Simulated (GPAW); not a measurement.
SnO2 (Cassiterite):

```
Sn O
1.0
     4.73800    0.00000    0.00000
     0.00000    4.73800    0.00000
     0.00000    0.00000    3.18650
Sn O
2 4
Direct
  0.50000 0.50000 0.50000
  0.00000 0.00000 0.00000
  0.80710 0.19290 0.50000
  0.19290 0.80710 0.50000
  0.30710 0.30710 0.00000
  0.69290 0.69290 0.00000
```

Program: GPAW 26.7.0.

Question: Order these runs on this cell by their band gap on the k mesh, lowest first.
A. level GLLB-SC; potentials or basis the program's PAW data sets (release 1.2.1) made for this functional, pw; spin off; cell as given; k mesh 5 × 5 × 7; cutoff (eV) 600; smearing fermi-dirac 0.01 eV
B. level SCAN; potentials or basis GPAW PAW data sets (gpaw-data 1.2.1), pw; spin SOC, no magnetisation; cell as given; k mesh 4 × 4 × 5; cutoff (eV) 800; smearing fermi-dirac 0.05 eV; band path GXMGZRAZ,XR,MA; band points 60; spin axis theta (degrees) 90; spin axis phi (degrees) 45
C. level RPBE; potentials or basis the program's PAW data sets (release 1.2.1) made for this functional, pw; spin off; cell the cell as VASP's run set it; k mesh 6 × 6 × 8; cutoff (eV) 800; smearing fermi-dirac 0.05 eV; band path GXMGZRAZ,XR,MA; band points 100
D. level WC; potentials or basis PAW data sets generated in the run's folder for this functional, pw; spin SOC, no magnetisation; cell as given; k mesh 4 × 4 × 5; cutoff (eV) 800; smearing fermi-dirac 0.05 eV; band path GXMGZRAZ,XR,MA; band points 60; spin axis theta (degrees) 0; spin axis phi (degrees) 0

Answer: D (1.20 eV), C (1.40 eV), B (1.94 eV), A (2.49 eV).

Caveats: spin-orbit coupling was added after a scalar SCF, so levels and gaps hold it while energy, forces, pressure and moments don't (some runs); this program's spin-orbit splittings come out too wide for heavy elements (some runs); spin-orbit coupling is left out, which moves the levels of the heavy elements (some runs); a model potential gives levels but no total energy (some runs); an odd mesh through Γ misses points on the zone boundary, where band edges often lie (some runs).

Not every run made on this cell is shown here.
